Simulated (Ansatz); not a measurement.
CdGeAs2 (space group I-42d) relaxed with several functionals in Ansatz (plane waves to 420 eV, scalar-relativistic PAW, no spin-orbit coupling, symmetry kept). The database cell has 25.30 Å³/atom; its temperature or method isn't stated, so the comparison with it is no error of the functional. No moments.

| functional | conventional cell | V (Å³/atom) | against the database cell (%) | gap on mesh (eV) | largest moment (μB) |
| --- | --- | --- | --- | --- | --- |
| PBE | a = 6.048 Å, b = 6.048 Å, c = 11.484 Å, α = 90.00°, β = 90.00°, γ = 90.00° | 26.26 | 3.8 | 0.12 | 0.00 |
| PBEsol | a = 5.942 Å, b = 5.942 Å, c = 11.315 Å, α = 90.00°, β = 90.00°, γ = 90.00° | 24.97 | -1.3 | 0.13 | 0.00 |
| PBE+D3(BJ) | a = 5.971 Å, b = 5.971 Å, c = 11.310 Å, α = 90.00°, β = 90.00°, γ = 90.00° | 25.21 | -0.4 | 0.13 | 0.00 |

Cost: 3 runs of about 29 core-minutes in all, on Arm Neoverse V1 (shared hosts).